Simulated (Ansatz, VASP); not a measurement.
**BN: VASP beside Ansatz**

File INCAR:

```
SYSTEM = BN
  PREC = Accurate
  ENCUT = 520
  EDIFF = 1E-8
  ISMEAR = -1
  SIGMA = 0.03
  LREAL = .False.
  LASPH = .True.
  NELM = 100
  ALGO = Normal
  ISIF = 2
  LWAVE = .False.
  LCHARG = .False.
  GGA = PS
  LEFG = .True.
  NBANDS = 11
```

The input KPOINTS:

```
Automatic mesh
0
Gamma
  13 13 13
  0 0 0
```

Contents of POSCAR:

```
BN
1.0
    0.0000000000      1.7953687620      1.7953687620
    1.7953687620      0.0000000000      1.7953687620
    1.7953687620      1.7953687620      0.0000000000
B N
1 1
Direct
    0.0000000000      0.0000000000      0.0000000000
    0.7500000000      0.7500000000      0.7500000000
```

Input for Ansatz:

```yaml
crystal:
  lattice:
    - [0.0, 1.795368762, 1.795368762]
    - [1.795368762, 0.0, 1.795368762]
    - [1.795368762, 1.795368762, 0.0]
  atoms:
    - { symbol: B, position: [0.0, 0.0, 0.0] }
    - { symbol: "N", position: [0.75, 0.75, 0.75] }
kpoints:
  mp_grid: { grid: [13, 13, 13] }
scf:
  occupations: { method: fermi_dirac, width: 0.03 }
hamiltonian:
  xc: pbesol
  pseudopotentials: { kind: all_electron, datasets: crystal }
output:
  forces: true
  stress: true
  eigenvalues: true
  efg: { contact_densities: true }
```

Change from the starting cell: volume scaled by 0.98, crystal datasets.

Alike in both runs: task electric field gradients; functional PBEsol; k mesh 13 × 13 × 13; occupations fermi-dirac, width 0.03 eV; no spin polarisation.

```csv
,VASP,Ansatz
version,VASP 6.6.1,Ansatz 0.2.0
potentials or method,"VASP PAW PBE potentials, release 64 (B, N)","all-electron PAW with datasets made for the crystal, scalar-relativistic"
plane-wave cutoff (eV),520,see its input
```

```csv
,VASP,Ansatz,Ansatz less VASP
gap on the k mesh at the Fermi level (eV),4.38,4.38,+0.009
pressure (GPa),5.6,4.9,-0.65
Vzz of the field gradient on the site that differs most (V/Å²),0.0,0.0,0.00
```

Ansatz ran all-electron here, so the differences hold the error of VASP's frozen core and of both bases.

Caveats: the PAW data sets were made with another functional, which shifts forces and pressure a little (VASP); an odd mesh through Γ misses points on the zone boundary, where band edges often lie.
